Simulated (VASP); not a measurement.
Runs of VASP 6.6.1 on Te2Mo. Symmetry: P6_3/mmc, No. 194, hexagonal system. The conventional cell has a = 3.496 Å, b = 3.496 Å, c = 13.695 Å, α = 90.00°, β = 90.00°, γ = 120.00°. Te (site symmetry 3m) has 3 Mo at 2.72 Å as nearest neighbours. Around Mo (site symmetry -6m2) lie 6 Te at 2.72 Å. 

```tsv
task	level	spin	cell	k mesh	cutoff (eV)	monkhorst-Pack mesh	gap on the mesh (eV)	pressure (GPa)	largest force (eV/Å)
relaxation of cell and atoms	PBE+D3(BJ)	off	relaxed	9 × 9 × 2	600	-	0.67	0.0	-
band structure	PBE	off	as given	9 × 9 × 2	520	-	0.67	3.7	0.01
band structure	r2SCAN	off	as given	9 × 9 × 2	520	-	(b)	3.2	0.27
dielectric tensor	PBE	off	as given	12 × 12 × 3	520	no	0.64	-	-
band structure	PBE	SOC, no magnetisation	as given	9 × 9 × 2	520	-	-	(a)	0.03
band structure	TB-mBJ	off	as given	9 × 9 × 2	520	-	0.76	-	-
optical spectrum	PBE	off	as given	9 × 9 × 2	520	-	0.67	3.7	0.01
```

Alike in all rows: potentials or basis VASP PAW PBE potentials, release 64 (Te, Mo_sv); smearing gaussian 0.03 eV.

Q: Estimate the missing entries.

A: (a) 3.8; (b) 0.77.

Caveats: spin-orbit coupling is left out, which moves the levels of the heavy elements (some runs); this functional lacks dispersion, which binds the layers, so the pressure and a relaxed spacing across them are unreliable (some runs); an odd mesh through Γ misses points on the zone boundary, where band edges often lie (some runs); the PAW data sets were made with another functional, which shifts forces and pressure a little (some runs); the relaxation stopped at its first step, so nothing moved (some runs); the gap is small at this level, which inflates the dielectric constant (some runs); spectra need much finer meshes, so this one isn't converged (some runs).

A k mesh can miss the band edges, and rows without SOC leave out spin-orbit coupling on Mo, Te.
